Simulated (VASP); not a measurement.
# GaP (F-43m) in VASP: a series of runs, part 2 of 3

VASP 6.6.1.

## (3) G0W0 quasiparticle levels, PBE

POSCAR reads:

```
GaP
1.0
    0.0000000000      2.7252500000      2.7252500000
    2.7252500000      0.0000000000      2.7252500000
    2.7252500000      2.7252500000      0.0000000000
Ga P
1 1
Direct
    0.0000000000      0.0000000000      0.0000000000
    0.7500000000      0.7500000000      0.7500000000
```

INCAR.step1 reads:

```
SYSTEM = GaP
PREC     = Accurate       ! precision mode
ENCUT    = 450            ! plane-wave cutoff, eV
EDIFF    = 1E-8           ! SCF threshold, eV
ISMEAR   = 0              ! smearing method
SIGMA    = 0.01           ! smearing width, eV
LREAL    = .False.        ! projectors in reciprocal space
LASPH    = .True.         ! aspherical terms in the spheres
NELM     = 80             ! most SCF steps
ALGO     = Normal         ! electronic algorithm
LWAVE    = .True.         ! write WAVECAR
LCHARG   = .False.        ! write CHGCAR
GGA      = PE             ! functional
```

INCAR.step2 reads:

```
SYSTEM = GaP
PREC     = Accurate       ! precision mode
ENCUT    = 450            ! plane-wave cutoff, eV
EDIFF    = 1E-8           ! SCF threshold, eV
ISMEAR   = 0              ! smearing method
SIGMA    = 0.01           ! smearing width, eV
LREAL    = .False.        ! projectors in reciprocal space
LASPH    = .True.         ! aspherical terms in the spheres
NELM     = 1              ! most SCF steps
ALGO     = Exact          ! electronic algorithm
LWAVE    = .True.         ! write WAVECAR
LCHARG   = .False.        ! write CHGCAR
GGA      = PE             ! functional
NBANDS   = 106            ! bands
LOPTICS  = .True.         ! frequency-dependent dielectric function
ISTART   = 1
```

INCAR.step3 reads:

```
SYSTEM = GaP
PREC     = Accurate       ! precision mode
ENCUT    = 450            ! plane-wave cutoff, eV
EDIFF    = 1E-8           ! SCF threshold, eV
ISMEAR   = 0              ! smearing method
SIGMA    = 0.01           ! smearing width, eV
LREAL    = .False.        ! projectors in reciprocal space
LASPH    = .True.         ! aspherical terms in the spheres
ALGO     = EVGW0          ! electronic algorithm
LWAVE    = .False.        ! write WAVECAR
LCHARG   = .False.        ! write CHGCAR
GGA      = PE             ! functional
NELMGW   = 1            
NBANDS   = 106            ! bands
ENCUTGW  = 260            ! cutoff of the response function
NOMEGA   = 48             ! frequency points
PRECFOCK = Fast         
ISTART   = 1            
NBANDSGW = 17
```

KPOINTS reads:

```
Automatic mesh
0
Gamma
  3 3 3
  0 0 0
```

Potentials or basis: VASP PAW PBE potentials, release 64 (Ga_d_GW, P_GW).

Run with:

```
cat potpaw_PBE.64/Ga_d_GW/POTCAR potpaw_PBE.64/P_GW/POTCAR > POTCAR
cp INCAR.step1 INCAR
mpirun -np 1 vasp_std > vasp.out
cp INCAR.step2 INCAR
mpirun -np 1 vasp_std > vasp.out
cp INCAR.step3 INCAR
mpirun -np 1 vasp_std > vasp.out
```

OUTCAR:

```text
SYSTEM = GaP
   PREC = Accurate
   ENCUT = 450
   EDIFF = 1E-8
   ISMEAR = 0
   LREAL = .False.
   LASPH = .True.
   GGA = PE
   NELMGW = 1
   ENCUTGW = 260
   PRECFOCK = Fast
   ISTART = 1

 Found      4 irreducible k-points:

 Following reciprocal coordinates:
            Coordinates               Weight
  0.000000  0.000000  0.000000      1.000000
  0.333333  0.000000  0.000000      8.000000
  0.333333  0.333333  0.000000      6.000000
 -0.333333  0.333333  0.000000     12.000000
   k-points           NKPTS =      4   k-points in BZ     NKDIM =     27   number of bands    NBANDS=    106
   number of dos      NEDOS =    301   number of ions     NIONS =      2
   total plane-waves  NPLWV =  21952
   dimension x,y,z NGX =    28 NGY =   28 NGZ =   28
   dimension x,y,z NGXF=    56 NGYF=   56 NGZF=   56
   ions per type =               1   1
   NGX,Y,Z   is equivalent  to a cutoff of  12.08, 12.08, 12.08 a.u.
   NGXF,Y,Z  is equivalent  to a cutoff of  24.16, 24.16, 24.16 a.u.
 SYSTEM =  GaP
   PREC   = accura    normal or accurate (medium, high low for compatibility)
   ISTART =      1    job   : 0-new  1-cont  2-samecut
   ICHARG =      0    charge: 1-file 2-atom 10-const
   ISPIN  =      1    spin polarized calculation?
   LNONCOLLINEAR =      F non collinear calculations
   LSORBIT =      F    spin-orbit coupling
   LASPH  =      T    aspherical Exc in radial PAW
   ENCUT  =  450.0 eV  33.07 Ry    5.75 a.u.   6.67  6.67  6.67*2*pi/ulx,y,z
   NELM   =     60;   NELMIN=  2; NELMDL=  0     # of ELM steps
   EDIFF  = 0.1E-07   stopping-criterion for ELM
   LREAL  =      F    real-space projection
   EDIFFG = 0.1E-06   stopping-criterion for IOM
   NSW    =      0    number of steps for IOM
   IBRION =     -1    ionic relax: 0-MD 1-quasi-New 2-CG
   NFREE  =      0    steps in history (QN), initial steepest desc. (CG)
   ISIF   =      0    stress and relaxation
   ISYM   =      3    0-nonsym 1-usesym 2-fastsym
   POTIM  = 0.5000    time-step for ionic-motion
   TEBEG  =    0.0;   TEEND  =   0.0 temperature during run
   PSTRESS=    0.0 pullay stress
   NELECT =      18.0000    total number of electrons
   NUPDOWN=      -1.0000    fix difference up-down
   EMIN   =  10.00;   EMAX   =-10.00  energy-range for DOS
   EFERMI =   0.00;   METHOD = LEGACY
   ISMEAR =     0;   SIGMA  =   0.01  broadening in eV -4-tet -1-fermi 0-gaus
   EFERMI_NEDOS =   21; number of points for ismear=-14 and -15
   IALGO  =     38    algorithm
   IMIX   =      4    mixing-type and parameters
     AMIX     =   0.40;   BMIX     =  1.00
     AMIX_MAG =   1.60;   BMIX_MAG =  1.00
  volume/ion in A,a.u.               =      20.24       136.59
  Fermi-wavevector in a.u.,A,eV,Ry     =   1.249538  2.361284 21.243377  1.561344
  Thomas-Fermi vector in A             =   2.383574
   LORBIT       =      0    0 simple, 1 ext, 2 COOP (PROOUT), +10 PAW based schemes
   GGA     = PE    functional components
   LHFCALC =     T    Hartree Fock is set to
   PRECFOCK=fast      Normal, Fast or Accurate (Low or Medium for compatibility)
   ENCUT4O =  -1.0   cutoff for four orbital integrals eV
   NKREDX  =     1    reduce k-point grid by
   NKREDY  =     1    reduce k-point grid by
   NKREDZ  =     1    reduce k-point grid by
   AEXX    =    1.0000 exact exchange contribution
   HFSCREEN=    0.0000 screening length (either q_TF or 0.3 A-1)
   HFSCREENC=   0.0000 screening length for correlation (either q_TF or 0.3 A-1)
   ENCUTFOCK=  -1.0 apply spherical cutoff to Coloumb kernel
   IVDW    =     0    specifies the selected vdW correction
   LEPSILON=     F    determine dielectric tensor
   LRPA    =     F    only Hartree local field effects (RPA)
   LRPAFORCE           =     F    calculate RPA forces
   ENCUTGW             = 260.0    cutoff for response function in eV
   ENCUTGWSOFT         = 208.0    soft cutoff for Coulomb kernel in GW response function in eV
   ENCUTLF             =  -1.0    cutoff for local field effects
   NELMGW              =     1    number of iterations in solving QP/BSE equation
   NELMHF              =     1    number of iterations in the inner HF iteration
   NKREDLFX            =     1    NKREDLFY  =   1   NKREDLFZ  =   1
 non-spin polarized calculation
 Gauss-broadening in eV      SIGMA  =   0.01
  energy-cutoff  :      450.00
  volume of cell :       40.48
 maximum number of plane-waves:       893
 NGX is ok and might be reduce to    28
  NGX = 16; NGY = 16; NGZ = 16
   NGX = 13   NGY = 13   NGZ = 13
 maximum number of plane-waves:       389

 QP shifts <psi_nk| G(iteration)W_0 |psi_nk>: iteration 1
 for sc-GW calculations column KS-energies equals QP-energies in previous step
 and V_xc(KS)=  KS-energies - (<T + V_ion + V_H > + <T+V_H+V_ion>^1  + <V_x>^1)

 k-point   1 :       0.0000    0.0000    0.0000
  band No.  KS-energies  QP-energies   sigma(KS)   V_xc(KS)     V^pw_x(r,r')   Z            occupation Imag(sigma)

      1     -10.1856     -12.2959     -24.7558     -21.6848     -35.0252       0.6871       2.0000       0.2972
      2     -10.1856     -12.2959     -24.7558     -21.6848     -35.0252       0.6871       2.0000       0.2972
      3     -10.1856     -12.2959     -24.7558     -21.6848     -35.0252       0.6871       2.0000       0.2972
      4     -10.0900     -12.2294     -24.9080     -21.8034     -35.1437       0.6891       2.0000       0.2637
      5     -10.0900     -12.2294     -24.9080     -21.8034     -35.1437       0.6891       2.0000       0.2637
      6      -8.0298      -8.5724     -12.1221     -11.3534     -18.6291       0.7058       2.0000       1.2041
[... 9 lines left out ...]
     16      14.1509      14.4621     -10.4164     -10.8284      -4.9889       0.7553       0.0000      -0.2626
     17      16.8528      16.7331      -8.3206      -8.1664      -2.3911       0.7761       0.0000      -0.5182

 k-point   2 :       0.3333    0.0000    0.0000
  band No.  KS-energies  QP-energies   sigma(KS)   V_xc(KS)     V^pw_x(r,r')   Z            occupation Imag(sigma)

      1     -10.2450     -12.3088     -24.4075     -21.4022     -34.6069       0.6867       2.0000       0.3273
      2     -10.1657     -12.2842     -24.7949     -21.7197     -35.0663       0.6889       2.0000       0.2954
      3     -10.1657     -12.2842     -24.7949     -21.7197     -35.0663       0.6889       2.0000       0.2954
      4     -10.0863     -12.2340     -24.9153     -21.8125     -35.1586       0.6922       2.0000       0.2623
      5     -10.0863     -12.2340     -24.9153     -21.8125     -35.1586       0.6922       2.0000       0.2623
      6      -6.7233      -7.2572     -12.7280     -11.9516     -18.9040       0.6876       2.0000       0.9263
[... 9 lines left out ...]
     16      14.1473      14.0414      -8.2871      -8.1523      -2.6893       0.7857       0.0000      -0.3694
     17      19.2487      19.2976      -9.6394      -9.7041      -3.0812       0.7550       0.0000      -0.7286

 k-point   3 :       0.3333    0.3333    0.0000
  band No.  KS-energies  QP-energies   sigma(KS)   V_xc(KS)     V^pw_x(r,r')   Z            occupation Imag(sigma)

      1     -10.2750     -12.3192     -24.3667     -21.3729     -34.5687       0.6828       2.0000       0.3304
      2     -10.1381     -12.2741     -24.8640     -21.7803     -35.1478       0.6926       2.0000       0.2926
      3     -10.1381     -12.2741     -24.8640     -21.7803     -35.1478       0.6926       2.0000       0.2926
      4     -10.1154     -12.2364     -24.8218     -21.7285     -35.0419       0.6857       2.0000       0.2661
      5     -10.0739     -12.2323     -24.9372     -21.8339     -35.1855       0.6955       2.0000       0.2589
      6      -6.2578      -6.7971     -12.7937     -12.0132     -18.7791       0.6910       2.0000       0.8498
[... 9 lines left out ...]
     16      18.8867      18.9309      -9.3347      -9.3929      -2.9341       0.7595       0.0000      -0.6745
     17      19.8687      20.0951     -10.7082     -11.0084      -3.9445       0.7541       0.0000      -0.9263

 k-point   4 :      -0.3333    0.3333    0.0000
  band No.  KS-energies  QP-energies   sigma(KS)   V_xc(KS)     V^pw_x(r,r')   Z            occupation Imag(sigma)

      1     -10.2740     -12.3158     -24.3286     -21.3469     -34.5252       0.6848       2.0000       0.3372
      2     -10.1481     -12.2797     -24.8302     -21.7436     -35.0963       0.6906       2.0000       0.2896
      3     -10.1367     -12.2752     -24.8640     -21.7837     -35.1500       0.6943       2.0000       0.2928
      4     -10.1005     -12.2349     -24.8737     -21.7748     -35.1096       0.6888       2.0000       0.2635
      5     -10.0831     -12.2363     -24.9137     -21.8126     -35.1573       0.6943       2.0000       0.2600
      6      -5.2807      -5.8413     -13.4468     -12.6405     -19.1782       0.6952       2.0000       0.7204
[... 9 lines left out ...]
     16      19.4742      19.4723      -9.1999      -9.1973      -2.7823       0.7546       0.0000      -0.6769
     17      20.2154      20.3961     -10.3967     -10.6356      -3.3956       0.7568       0.0000      -0.9298
```

Wall time 56 s (1 thread of Intel Xeon Platinum 8488C (Sapphire Rapids), shared host); peak memory 0.41 GiB.

These settings aren't checked as converged: the numbers below hold their error.

What came out:

```
Band gap on the k mesh, mean-field level : 1.70 eV, indirect (least direct gap 1.80 eV)
Quasiparticle gap                        : 2.29 eV
Least direct quasiparticle gap           : 2.71 eV
```

Caveat: the k mesh is coarse (spacing up to 0.67 Å⁻¹), so the values aren't converged; bands, screening cutoff and mesh are small and nothing is extrapolated, so the quasiparticle values aren't converged; an odd mesh through Γ misses points on the zone boundary, where band edges often lie.

## (4) G0W0 quasiparticle levels, PBE

POSCAR is that of step 3.

INCAR.step1 is that of step 3.

INCAR.step2, as its differences from that of step 3:

```diff
@@ -13,3 +13,3 @@
 GGA      = PE             ! functional
-NBANDS   = 106            ! bands
+NBANDS   = 251            ! bands
 LOPTICS  = .True.         ! frequency-dependent dielectric function
```

INCAR.step3, as its differences from that of step 3:

```diff
@@ -13,4 +13,4 @@
 NELMGW   = 1            
-NBANDS   = 106            ! bands
-ENCUTGW  = 260            ! cutoff of the response function
+NBANDS   = 251            ! bands
+ENCUTGW  = 200            ! cutoff of the response function
 NOMEGA   = 48             ! frequency points
```

KPOINTS is that of step 3.

Potentials or basis: VASP PAW PBE potentials, release 64 (Ga_d_GW, P_GW).

Run with:

```
cat potpaw_PBE.64/Ga_d_GW/POTCAR potpaw_PBE.64/P_GW/POTCAR > POTCAR
cp INCAR.step1 INCAR
mpirun -np 1 vasp_std > vasp.out
cp INCAR.step2 INCAR
mpirun -np 1 vasp_std > vasp.out
cp INCAR.step3 INCAR
mpirun -np 1 vasp_std > vasp.out
```

OUTCAR:

```text
SYSTEM = GaP
   PREC = Accurate
   ENCUT = 450
   EDIFF = 1E-8
   ISMEAR = 0
   LREAL = .False.
   LASPH = .True.
   GGA = PE
   NELMGW = 1
   ENCUTGW = 200
   PRECFOCK = Fast
   ISTART = 1

 Found      4 irreducible k-points:

 Following reciprocal coordinates:
            Coordinates               Weight
  0.000000  0.000000  0.000000      1.000000
  0.333333  0.000000  0.000000      8.000000
  0.333333  0.333333  0.000000      6.000000
 -0.333333  0.333333  0.000000     12.000000
   k-points           NKPTS =      4   k-points in BZ     NKDIM =     27   number of bands    NBANDS=    251
[... 60 lines left out ...]
   NELMGW              =     1    number of iterations in solving QP/BSE equation
   NELMHF              =     1    number of iterations in the inner HF iteration
   NKREDLFX            =     1    NKREDLFY  =   1   NKREDLFZ  =   1
 non-spin polarized calculation
 Gauss-broadening in eV      SIGMA  =   0.01
  energy-cutoff  :      450.00
  volume of cell :       40.48
 maximum number of plane-waves:       893
 NGX is ok and might be reduce to    28
  NGX = 16; NGY = 16; NGZ = 16
   NGX = 13   NGY = 13   NGZ = 13
 maximum number of plane-waves:       266

 QP shifts <psi_nk| G(iteration)W_0 |psi_nk>: iteration 1
 for sc-GW calculations column KS-energies equals QP-energies in previous step
 and V_xc(KS)=  KS-energies - (<T + V_ion + V_H > + <T+V_H+V_ion>^1  + <V_x>^1)

 k-point   1 :       0.0000    0.0000    0.0000
  band No.  KS-energies  QP-energies   sigma(KS)   V_xc(KS)     V^pw_x(r,r')   Z            occupation Imag(sigma)

      1     -10.1856     -12.3560     -24.8434     -21.6848     -35.0252       0.6871       2.0000       0.2247
      2     -10.1856     -12.3560     -24.8434     -21.6848     -35.0252       0.6871       2.0000       0.2247
      3     -10.1856     -12.3560     -24.8434     -21.6848     -35.0252       0.6871       2.0000       0.2247
      4     -10.0900     -12.2912     -24.9937     -21.8034     -35.1437       0.6900       2.0000       0.1974
      5     -10.0900     -12.2912     -24.9937     -21.8034     -35.1437       0.6900       2.0000       0.1974
      6      -8.0298      -8.6948     -12.2824     -11.3534     -18.6291       0.7158       2.0000       1.1466
[... 59 lines left out ...]
      3     -10.1367     -12.3375     -24.9510     -21.7837     -35.1500       0.6948       2.0000       0.2207
      4     -10.1005     -12.2964     -24.9596     -21.7748     -35.1096       0.6895       2.0000       0.1964
      5     -10.0831     -12.2982     -24.9994     -21.8126     -35.1573       0.6951       2.0000       0.1938
      6      -5.2807      -5.9561     -13.6108     -12.6405     -19.1782       0.6960       2.0000       0.6745
[... 9 lines left out ...]
     16      19.4742      19.3476      -9.3653      -9.1973      -2.7823       0.7534       0.0000      -0.6661
     17      20.2154      20.2316     -10.6140     -10.6356      -3.3956       0.7535       0.0000      -0.9120
```

Wall time 61 s (1 thread of Intel Xeon Platinum 8488C (Sapphire Rapids), shared host); peak memory 0.34 GiB.

These settings aren't checked as converged: the numbers below hold their error.

Results:

```
Band gap on the k mesh, mean-field level : 1.70 eV, indirect (least direct gap 1.80 eV)
Quasiparticle gap                        : 2.33 eV
Least direct quasiparticle gap           : 2.70 eV
```

Caveat: the k mesh is coarse (spacing up to 0.67 Å⁻¹), so the values aren't converged; bands, screening cutoff and mesh are small and nothing is extrapolated, so the quasiparticle values aren't converged; an odd mesh through Γ misses points on the zone boundary, where band edges often lie.

[end of part 2 of 3]
